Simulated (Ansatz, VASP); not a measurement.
# One calculation of SnTe, two programs

Contents of INCAR:

```
SYSTEM = SnTe
PREC = Accurate
ENCUT = 520
EDIFF = 1E-6
ISMEAR = 0
SIGMA = 0.03
LREAL = .False.
LASPH = .True.
NELM = 80
ALGO = Normal
ISIF = 2
LWAVE = .False.
LCHARG = .False.
GGA = PE
NBANDS = 17
```

Contents of KPOINTS:

```
regular mesh
0
Gamma
  10 10 10
  0 0 0
```

Contents of POSCAR:

```
SnTe
1.0
   -0.1509100832      3.0828774132      3.0828774132
    3.0828774132     -0.1509100832      3.0828774132
    3.0828774132      3.0828774132     -0.1509100832
Sn Te
1 1
Direct
    0.0000000000      0.0000000000      0.0000000000
    0.5000000000      0.5000000000      0.5000000000
```

Input for Ansatz:

```yaml
crystal:
  lattice:
    - [-0.1509100832, 3.0828774132, 3.0828774132]
    - [3.0828774132, -0.1509100832, 3.0828774132]
    - [3.0828774132, 3.0828774132, -0.1509100832]
  atoms:
    - { symbol: Sn, position: [0.0, 0.0, 0.0] }
    - { symbol: Te, position: [0.5, 0.5, 0.5] }
basis:
  ecutwfc: 420
kpoints:
  mp_grid: { grid: [10, 10, 10] }
hamiltonian:
  xc: pbe
scf:
  occupations: { method: gaussian, width: 0.03 }
output:
  forces: true
  stress: true
  eigenvalues: true
```

Alike in both runs: task single point; functional PBE; k mesh 10 × 10 × 10; occupations gaussian, width 0.03 eV; no spin polarisation.

|  | VASP | Ansatz |
| --- | --- | --- |
| version | VASP 6.6.1 | Ansatz 0.2.0 |
| potentials or method | VASP PAW PBE potentials, release 64 (Sn_d, Te) | scalar-relativistic, plane waves, PAW |
| plane-wave cutoff (eV) | 520 | 420 |
| valence electrons in the cell | 20 | 30 |

Ansatz gave:

| Item | Value |
| --- | --- |
| gap on the k mesh at the Fermi level (eV) | none |
| pressure (GPa) | 2.0 |
| largest component of the traceless stress (GPa) | 0.71 |

Task: Which values does VASP return?

Result: gap on the k mesh at the Fermi level (eV): none; pressure (GPa): 1.9; largest component of the traceless stress (GPa): 0.70.

A gap of «none» marks a metal or a gap that the smearing closes. The two sets of potentials don't hold the same shells in valence.

The runs have no spin-orbit coupling, so splittings on Te are missing.
